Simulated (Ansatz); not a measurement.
# WSe2: the cost of one run

Code: Ansatz 0.2.0. PAW datasets, plane waves, zero pressure. Note: simulated data, non-magnetic, for a generated structure that need not be the stable one.

## (1) The system as given

This is the cell as the run starts from it, not yet at rest; its lengths are not the crystal's.

It is trigonal, R3m (No. 160); a = 3.809 Å, c = 20.067 Å in the conventional setting, 28.01 Å³ an atom. Near W stand 6 Se at 2.88 Å; near Se stand 3 W at 2.88 Å.

The structure in full:

```cif
data_structure
_symmetry_space_group_name_H-M 'P 1'
_symmetry_Int_Tables_number 1
_cell_length_a 7.0411
_cell_length_b 7.0411
_cell_length_c 7.0411
_cell_angle_alpha 31.385
_cell_angle_beta 31.385
_cell_angle_gamma 31.385
_cell_volume 84.04
loop_
_atom_site_label
_atom_site_type_symbol
_atom_site_fract_x
_atom_site_fract_y
_atom_site_fract_z
_atom_site_occupancy
W1 W 0.00000 0.00000 0.00000 1
Se1 Se 0.42600 0.42600 0.42600 1
Se2 Se 0.24067 0.24067 0.24067 1
```

## (2) PBE-D3(BJ): cell and atoms

The input, input.yaml:

```yaml
crystal:
  lattice:
    - [1.904430405, 1.099523407, 6.68888772]
    - [-1.904430405, 1.099523407, 6.68888772]
    - [0.0, -2.199046814, 6.68888772]
  atoms:
    - { symbol: W, position: [0.0, 0.0, 0.0] }
    - { symbol: Se, position: [0.4259966648, 0.4259966648, 0.4259966648] }
    - { symbol: Se, position: [0.2406700019, 0.2406700019, 0.2406700019] }
kpoints:
  mp_grid: { grid: [8, 8, 8] }
hamiltonian:
  xc: pbe
  dispersion: d3bj
scf:
  occupations: { method: fermi_dirac, width: 0.02 }
relax:
  f_tol: 0.005
  cell: {}
```

Launch:

```
$ ansatz run input.yaml --threads 2 --pin off --max-ram 2211MiB --backend cpu --events-out ev --progress --plain --runs-dir out
```

**Question.** How long does this run take on 2 threads of Arm Neoverse V1, shared host, and how much memory does it need?

About 46 s, with a peak of 0.42 GiB.
